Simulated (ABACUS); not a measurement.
## MnO in ABACUS: the effect of exact exchange share

MnO:

```
Mn O
1.0
     0.00000    2.22391    2.22391
     2.22391    0.00000    2.22391
     2.22391    2.22391    0.00000
Mn O
1 1
Direct
  0.00000 0.00000 0.00000
  0.50000 0.50000 0.50000
```

The cell is a database's computed one.

Alike in all runs:

| Quantity | Value |
| --- | --- |
| Program | ABACUS 3.10.1 |
| Task | single point |
| Potentials or basis | SG15 ONCV 1.2 PBE |
| Cutoff | 1361 eV |
| Density cutoff | 5442 eV |
| Basis | DZP LCAO (the cutoffs set its grid) |
| k mesh | 4 × 4 × 4 |
| Occupations | fermi-dirac, width 0.05 eV |
| Spin | collinear spin, ferromagnetic start |
| Starting moments | [4.0, 0.0] μB |

Problem. One run gave: gap on the mesh 2.26 eV. Which exact exchange share did it use?
A. 0.4
B. 0.25
C. 0.1

Solution. B.

```tsv
exact exchange share	functional	gap on the mesh (eV)
0.1	PBE0-type (share 0.1)	0.63
0.25	PBE0-type (share 0.25)	2.26
0.4	PBE0-type (share 0.4)	3.89
```

Caveats: all runs use coarse meshes; the atomic orbitals were generated for these runs and aren't a published set; gaps of hybrids in this basis differ from plane-wave ones by up to 0.1 eV; the basis of atomic orbitals isn't converged, which shifts pressures, moduli and gaps; a cell with one magnetic atom can't hold antiferromagnetic order, which such compounds often take.

A k mesh can miss the band edges.
